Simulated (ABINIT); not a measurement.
TiO in ABINIT: the effect of functional

The system is TiO.

```
Ti O
1.0
     3.00939    0.00000    0.00000
     0.00000    3.00939    0.00000
     0.00000    0.00000    3.68042
Ti O
1 1
Cartesian
  0.0000 0.0000 0.0000
  0.0000 0.0000 1.8402
```

The cell was built by a generator and needn't be a form met in nature.

Alike in all runs:

| Quantity | Value |
| --- | --- |
| Program | ABINIT 10.8.3 (patched build) |
| Task | single point |
| Potentials or basis | JTH PAW PBE v2.0 |
| Cutoff | 762 eV |
| k mesh | 9 × 9 × 7 |
| Occupations | fermi-dirac, width 0.05 eV |
| Spin | no spin polarisation |

Task: One run gave: pressure -6.8 GPa. Which functional did it use?
A. RPBE
B. PW91
C. LDA
D. r2SCAN
E. revPBE

Result: C.

```csv
functional,pressure (GPa)
PBE,0.0
LDA,-6.8
PBEsol,-3.5
RPBE,2.9
BLYP,2.9
AM05,-3.0
r2SCAN,0.4
SCAN,-0.3
revPBE,2.1
PW91,-0.5
WC,-3.6
```

Caveats: the atomic spheres overlap; the PAW data sets were made with another functional, which shifts forces and pressure a little (some runs).
